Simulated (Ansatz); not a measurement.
# BaTiO3 (P4mm) in Ansatz: settings compared

Aim: see how the results for BaTiO3 move with the level of theory and the settings. Levels: PBE, PBE+U. Tasks: band structure.

All numbers are computed with Ansatz 0.2.0; they aren't measurements. Logs are shortened: lines on timing, memory, paths and dates and some standing lists are left out, and cuts for length are marked.

## 1. The crystal as given

It takes space group P4mm (No. 99, tetragonal). Conventional cell: a = 4.000 Å, b = 4.000 Å, c = 4.018 Å, α = 90.00°, β = 90.00°, γ = 90.00°. Ba (site symmetry 4mm) is surrounded by 12 O at 2.79 to 2.88 Å. Ti (site symmetry 4mm) is surrounded by 6 O at 1.89 to 2.13 Å. O (site symmetry 2mm) has 2 Ti at 2.00 Å as nearest neighbours. O (site symmetry 4mm) has 2 Ti at 1.89 to 2.13 Å as nearest neighbours.

## 2. Band structure, PBE

input.yaml

```yaml
crystal:
  lattice:
    - [3.9998, 0.0, 0.0]
    - [0.0, 3.9998, 0.0]
    - [0.0, 0.0, 4.018]
  atoms:
    - { symbol: Ba, position: [0.0, 0.0, 0.0] }
    - { symbol: Ti, position: [0.5, 0.5, 0.49] }
    - { symbol: O, position: [0.0, 0.5, 0.517] }
    - { symbol: O, position: [0.5, 0.0, 0.517] }
    - { symbol: O, position: [0.5, 0.5, 0.019] }
hamiltonian:
  xc: pbe
  pseudopotentials: { kind: paw }
kpoints:
  mp_grid: { grid: [7, 7, 7] }
  band_path:
    path:
      - [[0.0, 0.0, 0.0], [0.0, 0.5, 0.0], [0.5, 0.5, 0.0], [0.0, 0.0, 0.0], [0.0, 0.0, 0.5], [0.0, 0.5, 0.5], [0.5, 0.5, 0.5], [0.0, 0.0, 0.5]]
      - [[0.0, 0.5, 0.0], [0.0, 0.5, 0.5]]
      - [[0.5, 0.5, 0.0], [0.5, 0.5, 0.5]]
    npoints: 14
scf:
  occupations: { method: fermi_dirac, width: 0.05 }
  n_extra_bands: 12
output:
  forces: true
  stress: true
  eigenvalues: true
  fatbands: true
  write_density: true
  write_potential: true
  elf: true
  volumetric_format: npy
```

Potentials or basis: Ansatz PAW.

The run is started by

```
ansatz run input.yaml --threads 2 --pin off --max-ram 5632MiB --backend cpu --events-out ev --progress --plain --runs-dir out
```

The program printed:

```text
Warning: RAYON_NUM_THREADS=2 ignored (pool sized by the plan → 2); use --threads N
scf.n_extra_bands = 12 over 20 filled bands (N_el = 40.0): the run solves 32 bands
Engine: ansatz 0.2.0, aarch64-unknown-linux-gnu
Pseudopotentials: kind: paw
Pseudopotential: Ba, paw, valence charge 10, recommended cutoff 420 eV (normal), Ba.paw.azcp
Pseudopotential: Ti, paw, valence charge 12, recommended cutoff 420 eV (normal), Ti.paw.azcp
Pseudopotential: O, paw, valence charge 6, recommended cutoff 420 eV (normal), O.paw.azcp
Functional definition: PBE
  parameter kappa = 0.804
  parameter beta = 0.06672455060314922
  exchange = pbe_x(kappa = kappa, mu = beta*pi^2/3)
  correlation = pbe_c(beta = beta)
Crystal: 5 atoms, lattice volume = 64.282 Å³
Basis set: ecut = 420 eV, 1237 PW (Γ), exchange–correlation on 54×54×54 points (8 copies of the dense FFT grid, shifted against one another)
Bands: 32, of which v1, the nominal top of the filled ones, is band 20 counted from 1 (19 counted from 0)
Symmetry: 8 space group operations
Space group: P4mm (ITA 99), of the structure as read, at distance tolerance 4.0e-5 Å
k-points: 40 of 343 (time reversal used)
Non-local potential: Ba, projectors of the file, l = 0: 3, l = 1: 2, l = 2: 2, l = 3: 2
Non-local potential: Ti, projectors of the file, l = 0: 3, l = 1: 2, l = 2: 3, l = 3: 1
Non-local potential: O, projectors of the file, l = 0: 2, l = 1: 2, l = 2: 1
PAW form: soft (Blöchl's): semilocal exchange-correlation on the pseudo side does not see the compensation charge
PAW one-centre angular grid: Ba, 194 points (default); XC on 64 Gauss nodes
PAW one-centre angular grid: Ti, 590 points (default); XC on 64 Gauss nodes
PAW one-centre angular grid: O, 110 points (default); XC on 64 Gauss nodes
Initial density: superposition of atomic densities (neutral atoms: chi_scale 0, normalization atom), corrected by the library's trained network
Initial wavefunctions: pseudopotential atomic-orbital guess
Functional: x = pbe(κ = 0.804, μ = 0.2195149727645171), c = pbe(β = 0.06672455060314922)
SCF iter   1: F=—  HF=-10159.577897 eV  |F-HF|=—  |Δ(HF+E_count)|=         —  Δρ=1.66e-3  dr2=1.19e-3  ethr=1.77e-3  ⟨swp⟩=6.5  Hψ=6704  notcnv=0  defer=44
preconditioner: auto → Resta (q_TF=auto, 2.521 Å⁻¹)  ε∞=4.2  [insulator: Δε(μ)=1.913 eV  Ē_g=14.662 eV  σ=0.050 eV  W_gap=1.00  n_scr=18 (ndim 8)  ℏωp=26.2 eV  f_vac=0.000  D(μ)=0.00/eV (n_scr^D=0)  ε∞_Penn≈4.2]
SCF iter   2: F=—  HF=-10159.578382 eV  |F-HF|=—  |Δ(HF+E_count)|=   4.86e-4  Δρ=8.74e-4  dr2=3.41e-4  ethr=2.98e-6  ⟨swp⟩=2.1  Hψ=2275  notcnv=0  defer=112
SCF iter   3: F=—  HF=-10159.578496 eV  |F-HF|=—  |Δ(HF+E_count)|=   1.14e-4  Δρ=2.76e-4  dr2=4.24e-5  ethr=8.52e-7  ⟨swp⟩=2.9  Hψ=1687  notcnv=0  defer=112
SCF iter   4: F=—  HF=-10159.577784 eV  |F-HF|=—  |Δ(HF+E_count)|=   7.12e-4  Δρ=8.96e-5  dr2=5.17e-6  ethr=1.06e-7  ⟨swp⟩=2.1  Hψ=1631  notcnv=0  defer=112
SCF iter   5: F=—  HF=-10159.577783 eV  |F-HF|=—  |Δ(HF+E_count)|=   9.06e-7  Δρ=1.74e-5  dr2=1.45e-7  ethr=1.29e-8  ⟨swp⟩=2.2  Hψ=1596  notcnv=0  defer=112
SCF iter   6: F=-10159.577783 eV  HF=-10159.577784 eV  |F-HF|=1.24e-8  |Δ(HF+E_count)|=   3.58e-8  Δρ=4.31e-6  dr2=2.02e-8  ethr=2.50e-10  ⟨swp⟩=15.1  Hψ=9872  notcnv=0
SCF 1 converged in 6 iterations: F = -10159.577783 eV  dr2 = 2.02e-8
NSCF: frozen V_eff on 129 k-points
SCF converged after 6 iterations
Free energy (F): -10159.577783 eV
Harris-Foulkes:  -10159.577784 eV  (|F-HF|=1.24e-8)
Internal energy: -10159.577783 eV  (E = F + TS)
E sigma→0 (E₀):  -10159.577783 eV
Fermi energy:    11.234105 eV
--- Per-component energies (eV) ---
  E_band       = -141.293242
  E_kinetic    = 970.191395
  E_local      = -2101.877925  (includes V_loc(G=0)·N_el)
  E_nonlocal   = 203.561092
  E_hartree    = 821.013145
  E_xc         = -491.545613
  E_vxc        = -546.243337  (∫ρ·V_xc dr)
  E_paw        = -6744.549354  (= ΣΔE_a)
  E_vpaw       = -308.952664  (= ΣTr[D̂ρ^β])
  E_aug_tail   = 0.007416  (compensation charges beyond the density's cutoff)
  E_ewald      = -2816.377938
  E_smearing   = -0.000000  (= −TS)
  E_closure    = 0.000000  (closes the sum)
  Σ components = -10159.577783   (vs F -10159.577783, Δ=0.00e0)
--- Forces (eV/Å), atoms counted from 1 ---
  atom   1  Ba     0.00000000     0.00000000     0.04208750
  atom   2  Ti    -0.00000000     0.00000000    -0.14841221
  atom   3  O     -0.00000000    -0.00000000    -0.10218416
  atom   4  O     -0.00000000     0.00000000    -0.10218416
  atom   5  O      0.00000000     0.00000000     0.31068668
  max |Σ_I F_I| component: 6.35e-6 eV/Å
--- Stress (GPa, compression-positive) ---
        2.134369       0.000000       0.000000
        0.000000       2.134369       0.000000
        0.000000       0.000000       3.015032
  P = ⅓ Tr σ = 2.4279 GPa (24.279 kbar)
--- Band table (eV; the first three rows and the last of 40) ---
  k-point 0: bands = ["-46.2074", "-22.4594", "-22.4289", "-22.4289", "-14.3771", "-6.5688", "-5.9271", "-5.8692", "0.4303", "0.4303", "0.4323", "8.0017", "8.0140", "8.0140", "9.0601", "9.0601", "9.1492", "10.0356", "10.0502", "10.0502", "12.1382", "12.3491", "12.3491", "14.3309", "14.4271", "15.4077", "15.4734", "17.6870", "18.9168", "18.9168", "18.9290", "21.4123"]
  k-point 1: bands = ["-46.2072", "-22.4688", "-22.4286", "-22.4286", "-14.3554", "-6.5728", "-5.9195", "-5.8633", "0.4600", "0.4600", "0.5130", "7.6627", "7.9562", "7.9562", "8.8583", "8.8583", "8.9891", "9.6051", "9.9609", "9.9609", "12.1614", "12.6824", "12.6824", "14.3301", "14.9232", "15.7635", "15.8408", "18.1725", "18.8651", "19.1278", "19.1278", "21.4095"]
  k-point 2: bands = ["-46.2069", "-22.4899", "-22.4277", "-22.4277", "-14.3059", "-6.6508", "-5.8499", "-5.8204", "0.5287", "0.5287", "0.6923", "6.9293", "7.7766", "7.7766", "8.5486", "8.5486", "8.6694", "8.9003", "9.7821", "9.7821", "12.2147", "13.3417", "13.3417", "14.3301", "15.7577", "16.5819", "16.7758", "18.7213", "19.4287", "19.5953", "19.5953", "21.2935"]
  k-point 39: bands = ["-46.2050", "-22.5009", "-22.4727", "-22.4726", "-14.1229", "-5.7942", "-5.6964", "-5.6626", "-0.2199", "-0.2100", "-0.0997", "5.9662", "6.5809", "6.6056", "7.7365", "7.9105", "7.9292", "10.0865", "10.1149", "10.2074", "14.4090", "14.4173", "14.4276", "17.0731", "17.2971", "17.4317", "17.8834", "18.0854", "20.1935", "20.2150", "20.9986", "21.2995"]
```

Wall time 23 s (2 threads of Arm Neoverse V1, shared host); peak memory 0.43 GiB.

Results:

```yaml
Free_energy: -10159.5778 eV
Pressure: 2.4 GPa
Largest_force: 0.311 eV/Å
Band_gap_on_the_k_mesh: 1.93 eV, indirect (least direct gap 2.09 eV)
Band_gap_along_the_path: 1.84 eV, indirect (least direct gap 2.09 eV)
```

Forces on the atoms (eV/Å):
```
Ba   0.000  0.000  0.042
Ti   0.000  0.000 -0.148
O    0.000  0.000 -0.102
O    0.000  0.000 -0.102
O    0.000  0.000  0.311
```

Levels at the corners of the path, in eV from the valence-band top:
| point | band 16 | band 17 | band 18 | band 19 | band 20 | band 21 | band 22 | band 23 | band 24 | band 25 |
| --- | --- | --- | --- | --- | --- | --- | --- | --- | --- | --- |
| Γ | -1.24 | -1.15 | -0.27 | -0.25 | -0.25 | 1.84 | 2.05 | 2.05 | 4.03 | 4.13 |
| X | -1.89 | -1.81 | -1.70 | -0.90 | -0.80 | 2.16 | 3.53 | 3.57 | 4.09 | 5.91 |
| M | -2.66 | -1.73 | -0.93 | -0.93 | -0.05 | 3.59 | 3.59 | 3.99 | 4.75 | 7.68 |
| Γ | -1.24 | -1.15 | -0.27 | -0.25 | -0.25 | 1.84 | 2.05 | 2.05 | 4.03 | 4.13 |
| Z | -1.92 | -1.90 | -1.89 | -0.66 | -0.66 | 1.96 | 3.59 | 3.59 | 4.03 | 6.05 |
| R | -2.62 | -1.69 | -0.87 | -0.85 | -0.13 | 3.56 | 3.61 | 3.97 | 4.87 | 7.65 |
| A | -2.38 | -2.35 | -0.08 | -0.08 | 0.00 | 4.21 | 4.21 | 4.21 | 6.64 | 6.81 |
| Z | -1.92 | -1.90 | -1.89 | -0.66 | -0.66 | 1.96 | 3.59 | 3.59 | 4.03 | 6.05 |
| X | -1.89 | -1.81 | -1.70 | -0.90 | -0.80 | 2.16 | 3.53 | 3.57 | 4.09 | 5.91 |
| R | -2.62 | -1.69 | -0.87 | -0.85 | -0.13 | 3.56 | 3.61 | 3.97 | 4.87 | 7.65 |
| M | -2.66 | -1.73 | -0.93 | -0.93 | -0.05 | 3.59 | 3.59 | 3.99 | 4.75 | 7.68 |
| A | -2.38 | -2.35 | -0.08 | -0.08 | 0.00 | 4.21 | 4.21 | 4.21 | 6.64 | 6.81 |

Caveat: the k mesh misses the band edges, so the gap on the mesh is wider than the one along the path; the pressure holds a Pulay correction of +0.5 GPa for the finite cutoff; spin-orbit coupling is left out, which moves the levels of the heavy elements.

## 3. Band structure, PBE+U

input.yaml: that of step 2 with these lines changed.

```diff
@@ -14,2 +14,3 @@
   pseudopotentials: { kind: paw }
+  hubbard: { sites: [{ species: Ti, l: d, u_eff: 1.0 }] }
 kpoints:
@@ -29,6 +30,2 @@
   eigenvalues: true
-  fatbands: true
-  write_density: true
-  write_potential: true
-  elf: true
-  volumetric_format: npy
+  fatbands: false
```

Potentials or basis: Ansatz PAW.

The run is started by

```
ansatz run input.yaml --threads 2 --pin off --max-ram 5632MiB --backend cpu --events-out ev --progress --plain --runs-dir out
```

Run time: 19 s. Hardware: 2 threads of Arm Neoverse V1, shared host; peak memory 0.49 GiB.

The run converged. Its results:

* Free energy: -10158.6894 eV
* Pressure: 2.7 GPa
* Largest force: 0.264 eV/Å
* Band gap on the k mesh: 2.03 eV, indirect (least direct gap 2.20 eV)
* Band gap along the path: 1.94 eV, indirect (least direct gap 2.20 eV)

Forces on the atoms (eV/Å):
```
Ba   0.000  0.000  0.039
Ti   0.000  0.000 -0.091
O    0.000  0.000 -0.106
O    0.000  0.000 -0.106
O    0.000  0.000  0.264
```

Stress tensor (GPa, compression positive):
```
2.42 0.00 0.00
0.00 2.42 0.00
0.00 0.00 3.31
```

Levels at the corners of the path, in eV from the valence-band top:
| point | band 16 | band 17 | band 18 | band 19 | band 20 | band 21 | band 22 | band 23 | band 24 | band 25 |
| --- | --- | --- | --- | --- | --- | --- | --- | --- | --- | --- |
| Γ | -1.24 | -1.16 | -0.28 | -0.26 | -0.26 | 1.94 | 2.13 | 2.13 | 3.98 | 4.07 |
| X | -1.89 | -1.78 | -1.69 | -0.91 | -0.82 | 2.24 | 3.58 | 3.61 | 4.04 | 5.86 |
| M | -2.63 | -1.77 | -0.94 | -0.94 | -0.05 | 3.63 | 3.63 | 4.01 | 4.70 | 7.62 |
| Γ | -1.24 | -1.16 | -0.28 | -0.26 | -0.26 | 1.94 | 2.13 | 2.13 | 3.98 | 4.07 |
| Z | -1.90 | -1.89 | -1.89 | -0.68 | -0.68 | 2.06 | 3.64 | 3.64 | 3.98 | 5.99 |
| R | -2.59 | -1.73 | -0.87 | -0.86 | -0.13 | 3.61 | 3.66 | 3.99 | 4.82 | 7.59 |
| A | -2.35 | -2.32 | -0.08 | -0.08 | 0.00 | 4.23 | 4.23 | 4.23 | 6.61 | 6.78 |
| Z | -1.90 | -1.89 | -1.89 | -0.68 | -0.68 | 2.06 | 3.64 | 3.64 | 3.98 | 5.99 |
| X | -1.89 | -1.78 | -1.69 | -0.91 | -0.82 | 2.24 | 3.58 | 3.61 | 4.04 | 5.86 |
| R | -2.59 | -1.73 | -0.87 | -0.86 | -0.13 | 3.61 | 3.66 | 3.99 | 4.82 | 7.59 |
| M | -2.63 | -1.77 | -0.94 | -0.94 | -0.05 | 3.63 | 3.63 | 4.01 | 4.70 | 7.62 |
| A | -2.35 | -2.32 | -0.08 | -0.08 | 0.00 | 4.23 | 4.23 | 4.23 | 6.61 | 6.78 |

Eigenvalues of the final occupation matrices:
```
  site  spin  trace               eigenvalues
site 1     1   1.16  0.19 0.20 0.20 0.29 0.29
```

Caveat: the k mesh misses the band edges, so the gap on the mesh is wider than the one along the path; the pressure holds a Pulay correction of +0.5 GPa for the finite cutoff; spin-orbit coupling is left out, which moves the levels of the heavy elements.

## 4. Band structure, PBE+U

input.yaml: that of step 3 with these lines changed.

```diff
@@ -14,3 +14,3 @@
   pseudopotentials: { kind: paw }
-  hubbard: { sites: [{ species: Ti, l: d, u_eff: 1.0 }] }
+  hubbard: { sites: [{ species: Ti, l: d, u_eff: 2.0 }] }
 kpoints:
@@ -31 +31,5 @@
   fatbands: false
+  write_density: true
+  write_potential: true
+  elf: true
+  volumetric_format: npy
```

Potentials or basis: Ansatz PAW.

The run is started by

```
ansatz run input.yaml --threads 2 --pin off --max-ram 5632MiB --backend cpu --events-out ev --progress --plain --runs-dir out
```

The program printed:

```text
Warning: RAYON_NUM_THREADS=2 ignored (pool sized by the plan → 2); use --threads N
Ba: projections on atomic orbitals take those of the free atom [Kr 4d10] 5s2 5p6 6s2, of charge +0.00 (hamiltonian.pseudopotentials.projection_atoms); the dataset's partial waves leave at most 9.7e-6 of an orbital's norm unspanned inside its sphere
Ti: projections on atomic orbitals take those of the free atom [Ne] 3s2 3p6 3d2 4s2, of charge +0.00 (hamiltonian.pseudopotentials.projection_atoms); the dataset's partial waves leave at most 4.1e-7 of an orbital's norm unspanned inside its sphere
O: projections on atomic orbitals take those of the free atom [He] 2s2 2p4, of charge +0.00 (hamiltonian.pseudopotentials.projection_atoms); the dataset's partial waves leave at most 1.9e-8 of an orbital's norm unspanned inside its sphere
scf.n_extra_bands = 12 over 20 filled bands (N_el = 40.0): the run solves 32 bands
[... 8 set-up lines as earlier in the session ...]
[... 49 lines left out ...]
  E_vpaw       = -308.354796  (= ΣTr[D̂ρ^β])
  E_aug_tail   = 0.007434  (compensation charges beyond the density's cutoff)
  E_ewald      = -2816.377938
  E_smearing   = -0.000000  (= −TS)
  E_closure    = 0.000000  (closes the sum)
  Σ components = -10157.813705   (vs F -10157.813705, Δ=0.00e0)
--- Forces (eV/Å), atoms counted from 1 ---
  atom   1  Ba     0.00000000     0.00000000     0.03544869
  atom   2  Ti     0.00000000     0.00000000    -0.03033731
  atom   3  O     -0.00000000    -0.00000000    -0.11042353
  atom   4  O     -0.00000000     0.00000000    -0.11042353
  atom   5  O      0.00000000     0.00000000     0.21573168
  max |Σ_I F_I| component: 4.00e-6 eV/Å
--- Stress (GPa, compression-positive) ---
        2.729510       0.000000       0.000000
        0.000000       2.729510       0.000000
        0.000000       0.000000       3.625965
  P = ⅓ Tr σ = 3.0283 GPa (30.283 kbar)
--- Band table (eV; the first three rows and the last of 40) ---
  k-point 0: bands = ["-46.6723", "-22.8968", "-22.8681", "-22.8681", "-14.3190", "-6.5138", "-5.8159", "-5.7560", "0.4851", "0.4851", "0.4871", "8.0209", "8.0358", "8.0358", "9.1454", "9.1454", "9.2269", "10.1000", "10.1266", "10.1266", "12.4394", "12.6186", "12.6186", "14.3056", "14.3967", "15.4700", "15.5403", "17.7206", "18.9283", "18.9283", "18.9419", "21.4654"]
  k-point 1: bands = ["-46.6721", "-22.9054", "-22.8677", "-22.8677", "-14.2974", "-6.5172", "-5.8150", "-5.7505", "0.5165", "0.5165", "0.5685", "7.6829", "7.9802", "7.9802", "8.9593", "8.9593", "9.0654", "9.6727", "10.0340", "10.0340", "12.4613", "12.9291", "12.9291", "14.3068", "14.8899", "15.8259", "15.9079", "18.2078", "18.8842", "19.1460", "19.1460", "21.4587"]
  k-point 2: bands = ["-46.6717", "-22.9248", "-22.8669", "-22.8669", "-14.2480", "-6.5863", "-5.7398", "-5.7380", "0.5893", "0.5893", "0.7493", "6.9596", "7.8051", "7.8051", "8.6731", "8.6731", "8.7434", "8.9695", "9.8453", "9.8453", "12.5117", "13.5509", "13.5509", "14.3103", "15.7221", "16.6454", "16.8408", "18.7535", "19.4666", "19.6308", "19.6308", "21.3432"]
  k-point 39: bands = ["-46.6701", "-22.9352", "-22.9085", "-22.9084", "-14.0630", "-5.7375", "-5.6377", "-5.6024", "-0.1447", "-0.1344", "-0.0265", "5.9530", "6.6489", "6.6767", "7.8831", "8.0540", "8.0761", "10.1711", "10.1999", "10.2939", "14.5507", "14.5533", "14.5697", "17.1005", "17.3312", "17.4632", "17.8626", "18.0684", "20.2538", "20.2752", "21.0578", "21.3524"]
Occupation matrices written to <dir>
```

bands.tsv:

```text
[... 149 lines left out ...]
7.653093	-58.096048	-34.362660	-34.336688	-34.336688	-25.480845	-17.107080	-17.015306	-17.015306	-11.629767	-11.629767	-11.602703	-5.582555	-4.838133	-4.817582	-3.360661	-3.360661	-3.345675	-1.136186	-1.136186	-1.037013	3.205027	3.205027	3.221766	5.546704	5.748431	5.748431	6.526951	6.698239	9.157277	9.322993	9.687552	9.687552
7.708941	-58.096041	-34.363224	-34.336660	-34.336660	-25.480141	-17.100362	-17.013046	-17.013046	-11.637463	-11.637463	-11.613607	-5.592900	-4.850683	-4.817506	-3.359939	-3.359939	-3.327616	-1.121415	-1.121415	-1.036511	3.213807	3.213807	3.224718	5.547034	5.717430	5.717430	6.526863	6.718315	9.263927	9.317306	9.694405	9.694405
```

rho_z.tsv:

```text
# z_ang	rho[e/angstrom^3]
# format = ansatz-planar-average/11
# lattice	3.999800000	0.000000000	0.000000000
# lattice	0.000000000	3.999800000	0.000000000
# lattice	0.000000000	0.000000000	4.018000000
# sites	5
# site	56	0.000000000	0.000000000	0.000000000
# site	22	1.999900000	1.999900000	1.968820000
# site	8	0.000000000	1.999900000	2.077306000
# site	8	1.999900000	0.000000000	2.077306000
# site	8	1.999900000	1.999900000	0.076342000
0.000000	7.378195e-1
0.148815	7.398937e-1
0.297630	6.768533e-1
0.446444	5.674128e-1
0.595259	4.444022e-1
0.744074	3.363194e-1
[... 19 lines left out ...]
3.720370	5.721192e-1
3.869185	6.738750e-1
```

Run time: 20 s. Hardware: 2 threads of Arm Neoverse V1, shared host; peak memory 0.52 GiB.

Results:

```yaml
Free_energy: -10157.8137 eV
Pressure: 3.0 GPa
Largest_force: 0.216 eV/Å
Band_gap_on_the_k_mesh: 2.15 eV, indirect (least direct gap 2.31 eV)
Band_gap_along_the_path: 2.05 eV, indirect (least direct gap 2.31 eV)
```

Forces on the atoms (eV/Å):
```
Ba   0.000  0.000  0.035
Ti   0.000  0.000 -0.030
O    0.000  0.000 -0.110
O    0.000  0.000 -0.110
O    0.000  0.000  0.216
```

Levels at the corners of the path, in eV from the valence-band top:
| point | band 17 | band 18 | band 19 | band 20 | band 21 | band 22 | band 23 | band 24 |
| --- | --- | --- | --- | --- | --- | --- | --- | --- |
| Γ | -1.16 | -0.29 | -0.26 | -0.26 | 2.05 | 2.23 | 2.23 | 3.92 |
| X | -1.75 | -1.67 | -0.93 | -0.84 | 2.33 | 3.64 | 3.66 | 3.98 |
| M | -1.81 | -0.94 | -0.94 | -0.05 | 3.68 | 3.68 | 4.04 | 4.65 |
| Γ | -1.16 | -0.29 | -0.26 | -0.26 | 2.05 | 2.23 | 2.23 | 3.92 |
| Z | -1.87 | -1.87 | -0.70 | -0.70 | 2.17 | 3.69 | 3.69 | 3.92 |
| R | -1.77 | -0.88 | -0.86 | -0.13 | 3.66 | 3.70 | 4.02 | 4.77 |
| A | -2.29 | -0.08 | -0.08 | 0.00 | 4.25 | 4.25 | 4.26 | 6.58 |
| Z | -1.87 | -1.87 | -0.70 | -0.70 | 2.17 | 3.69 | 3.69 | 3.92 |
| X | -1.75 | -1.67 | -0.93 | -0.84 | 2.33 | 3.64 | 3.66 | 3.98 |
| R | -1.77 | -0.88 | -0.86 | -0.13 | 3.66 | 3.70 | 4.02 | 4.77 |
| M | -1.81 | -0.94 | -0.94 | -0.05 | 3.68 | 3.68 | 4.04 | 4.65 |
| A | -2.29 | -0.08 | -0.08 | 0.00 | 4.25 | 4.25 | 4.26 | 6.58 |

Eigenvalues of the final occupation matrices:
```
  site  spin  trace               eigenvalues
site 1     1   1.14  0.18 0.19 0.19 0.29 0.29
```

Caveat: the k mesh misses the band edges, so the gap on the mesh is wider than the one along the path; the pressure holds a Pulay correction of +0.5 GPa for the finite cutoff; spin-orbit coupling is left out, which moves the levels of the heavy elements.

(Continued in part 2 of 2.)
